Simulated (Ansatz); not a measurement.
# Si2W: the cost of one run

Method: DFT PBEsol, scalar-relativistic, plane waves, PAW, in Ansatz 0.2.0.

3 further runs of the same task are left out: 1 that didn't finish, 2 set aside as unsound or not needed.

## (1) The starting structure

The structure is tetragonal, space group I4/mmm (No. 139). Conventional cell: a = 3.202 Å, b = 3.202 Å, c = 7.816 Å, α = 90.00°, β = 90.00°, γ = 90.00°. Si (site symmetry 4mm) has 5 Si at 2.59 to 2.62 Å and 5 W at 2.61 Å as nearest neighbours. W (site symmetry 4/mmm) is surrounded by 10 Si at 2.61 Å.

Coordinates:

```xyz
12
Lattice="-3.2025 0.0000 0.0000 0.0000 -3.2025 0.0000 0.0000 0.0000 15.6315" Properties=species:S:1:pos:R:3 pbc="T T T"
Si   -1.6012   -1.6012    6.5222
Si   -3.2025   -3.2025    2.6144
Si   -1.6012   -1.6012   14.3380
Si   -3.2025   -3.2025   10.4301
Si   -1.6012   -1.6012    9.1092
Si   -3.2025   -3.2025    5.2014
Si   -1.6012   -1.6012    1.2935
Si   -3.2025   -3.2025   13.0171
W     0.0000   -3.2025    0.0000
W    -1.6012   -1.6012   11.7236
W     0.0000    0.0000    7.8157
W    -1.6012   -1.6012    3.9079
```

It is built from the cell relaxed beforehand with the same method (13.36 Å³/atom).

## (2) The reference: the undisturbed cell on the scan's mesh

Input file input.yaml:

```yaml
crystal:
  lattice:
    - [-3.2024995638, 0.0, 0.0]
    - [0.0, -3.2024995638, 0.0]
    - [0.0, 0.0, 15.6314650473]
  atoms:
    - { symbol: Si, position: [0.5, 0.5, 0.4172494723] }
    - { symbol: Si, position: [1.0, 1.0, 0.1672494723] }
    - { symbol: Si, position: [0.5, 0.5, 0.9172494723] }
    - { symbol: Si, position: [1.0, 1.0, 0.6672494723] }
    - { symbol: Si, position: [0.5, 0.5, 0.5827505277] }
    - { symbol: Si, position: [1.0, 1.0, 0.3327505277] }
    - { symbol: Si, position: [0.5, 0.5, 0.0827505277] }
    - { symbol: Si, position: [1.0, 1.0, 0.8327505277] }
    - { symbol: W, position: [0.0, 1.0, 0.0] }
    - { symbol: W, position: [0.5, 0.5, 0.75] }
    - { symbol: W, position: [0.0, 0.0, 0.5] }
    - { symbol: W, position: [0.5, 0.5, 0.25] }
basis:
  ecutwfc: 420
kpoints:
  mp_grid: { grid: [15, 15, 3] }
hamiltonian:
  xc: pbesol
scf:
  occupations: { method: gaussian, width: 0.15 }
output:
  forces: true
  stress: true
  eigenvalues: true
  write_density: true
  write_potential: true
  elf: true
  volumetric_format: npy
```

Command:

```
$ ansatz run input.yaml --threads 2 --pin off --max-ram 5120MiB --backend cpu --events-out ev --progress --plain --runs-dir out
```

What time and memory should one allow on 2 threads of Arm Neoverse V2, shared host?

About 24 s, with a peak of 0.72 GiB.
